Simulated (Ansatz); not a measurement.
# N: the cost of one run

Computed with Ansatz 0.2.0 (DFT PBE, scalar-relativistic, plane waves, PAW, unless a step's input says otherwise).

## Step 1: The system as given

The structure is cubic, space group Fm-3m (No. 225). The conventional cell has a = 3.108 Å, b = 3.108 Å, c = 3.108 Å, α = 90.00°, β = 90.00°, γ = 90.00°. N (site symmetry m-3m) has 12 N at 2.20 Å as nearest neighbours.

Structure file:

```xyz
1
Lattice="0.0000 1.5538 1.5538 1.5538 0.0000 1.5538 1.5538 1.5538 0.0000" Properties=species:S:1:pos:R:3 pbc="T T T"
N     0.0000    0.0000    0.0000
```

The structure comes from the Materials Project (structure only).

## Step 2: A distortion of lower symmetry

The change: strain xx, yy, zz, yz, xz, xy = -3.2, -3.2, -3.2, +2.0, -2.0, -2.0 %.

Contents of input.yaml:

```yaml
crystal:
  lattice:
    - [-0.0621523444, 1.5355513588, 1.5355513588]
    - [1.4733990144, 0.0, 1.4733990144]
    - [1.4733990144, 1.4733990144, 0.0]
  atoms:
    - { symbol: "N", position: [0.0, 0.0, 0.0] }
basis:
  ecutwfc: 420
kpoints:
  mp_grid: { grid: [20, 21, 21] }
hamiltonian:
  xc: pbe
scf:
  occupations: { method: gaussian, width: 0.1 }
output:
  forces: true
  stress: true
  eigenvalues: true
```

On the command line:

```console
$ ansatz run input.yaml --threads 1 --pin off --max-ram 1331MiB --backend cpu --events-out ev --progress --plain --runs-dir out
```

What time and memory should one allow on 1 thread of an x86-64 CPU, shared host?

About 18 s, with a peak of 0.46 GiB.
